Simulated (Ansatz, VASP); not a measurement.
**Si in VASP and in Ansatz**

Contents of INCAR:

```
  ALGO = Normal
  DIPOL = 0.5 0.5 0.372
  EDIFF = 1E-6
  ENCUT = 520
  GGA = PE
  IDIPOL = 3
  ISIF = 2
  ISMEAR = 0
  IVDW = 12
  LASPH = True
  LCHARG = False
  LDIPOL = True
  LREAL = False
  LWAVE = False
  NBANDS = 16
  NELM = 80
  PREC = Accurate
  SIGMA = 0.1
```

The input KPOINTS:

```
k-points
0
Gamma
  9 9 1
```

The input POSCAR:

```
Si
1.0
    3.8472023583      0.0000000000      0.0000000000
   -1.9236011791      3.3317749758      0.0000000000
    0.0000000000      0.0000000000     18.4446971457
Si
4
Direct
    0.3333333333      0.6666666667      0.2695814701
    0.6666666667      0.3333333333      0.2439725610
    0.8888888889      0.1111111111      0.4995851693
    1.2222222222     -0.2222222222      0.4739762602
```

Input for Ansatz:

```yaml
crystal:
  lattice:
    - [3.8472023583, 0.0, 0.0]
    - [-1.9236011791, 3.3317749758, 0.0]
    - [0.0, 0.0, 18.4446971457]
  atoms:
    - { symbol: Si, position: [0.3333333333, 0.6666666667, 0.2695814701] }
    - { symbol: Si, position: [0.6666666667, 0.3333333333, 0.243972561] }
    - { symbol: Si, position: [0.8888888889, 0.1111111111, 0.4995851693] }
    - { symbol: Si, position: [1.2222222222, -0.2222222222, 0.4739762602] }
basis:
  ecutwfc: 420
kpoints:
  mp_grid: { grid: [9, 9, 1] }
hamiltonian:
  xc: pbe
  dispersion: d3bj
scf:
  occupations: { method: gaussian, width: 0.1 }
output:
  forces: true
  eigenvalues: true
efield:
  axis: 3
  dipole_correction: true
  ramp_width: 0.04
```

Alike in both runs: task single point; functional PBE; dispersion D3(BJ); k mesh 9 × 9 × 1; occupations gaussian, width 0.1 eV; no spin polarisation.

```csv
,VASP,Ansatz
version,VASP 6.6.1,Ansatz 0.2.0
potentials or method,"VASP PAW PBE potentials, release 64 (Si)","scalar-relativistic, plane waves, PAW"
plane-wave cutoff (eV),520,420
valence electrons in the cell,16,16
```

```csv
,VASP,Ansatz,Ansatz less VASP
gap on the k mesh at the Fermi level (eV),0.18,0.18,0.000
least direct gap on the mesh (eV),0.18,0.18,0.000
rms of the force components (eV/Å),0.111,0.114,+0.0026
```

Atom by atom the forces differ by 0.004 eV/Å (rms over components).
